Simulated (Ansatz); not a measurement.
The system is Ga.

```
Ga
1.0
     2.26150   -3.83050    0.00000
     2.26150    3.83050    0.00000
     0.00000    0.00000    4.52400
Ga
4
Cartesian
  2.2615 1.1867 1.8956
  2.2615 2.6438 4.1576
  2.2615 -1.1867 2.6284
  2.2615 -2.6438 0.3664
```

Base run:

```yaml
Program: Ansatz 0.2.0
Functional: PBEsol
Potentials_or_basis: all-electron PAW datasets made for the crystal
Cutoff: 300 eV
Density_cutoff: 1200 eV
k_mesh: 7 × 7 × 6
Occupations: fermi-dirac, width 0.05 eV
Spin: no spin polarisation
```

Its results: pressure -1.6 GPa; largest force 0.123 eV/Å.

Q: The run is repeated on the same cell with these changes: potentials or basis from all-electron PAW datasets made for the crystal to all-electron LAPW, non-relativistic; cutoff from 300 eV to 287 eV; density cutoff from 1200 eV to 1148 eV. What comes out?

A: Pressure -1.1 GPa; largest force 0.145 eV/Å.

Caveats: relativity is left out, which matters for the heavier elements (some runs).

Not every run made on this cell is shown here.
